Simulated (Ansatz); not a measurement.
System: zinc-blende InN (metastable phase). Method: PBEsol in Ansatz (plane waves, PAW).

A relaxed, unreconstructed slab of the (110) face has 16 atoms, two equal faces of 17.583 Å² each and an energy of -47227.7108 eV. A bulk cell of 4 atoms with the same orientation and in-plane k mesh has -11807.7267 eV. Energies are extrapolated to zero smearing.

Run with plane-wave cutoff 500 eV, 10×12×1 k mesh (along the axes of the cell as run), Fermi–Dirac smearing 0.05 eV, scalar-relativistic PAW data made under PBE.

Worked out: γ = (E_slab − N E_bulk per atom)/2A = [-47227.7108 − 16 × (-11807.7267/4)]/(2 × 17.583) = 0.0909 eV/Å². With 16.022 J/m² per eV/Å² this is 1.46 J/m², or 1.60 eV per surface cell and face.

Ansatz is a quantum-chemistry and plane-wave program.
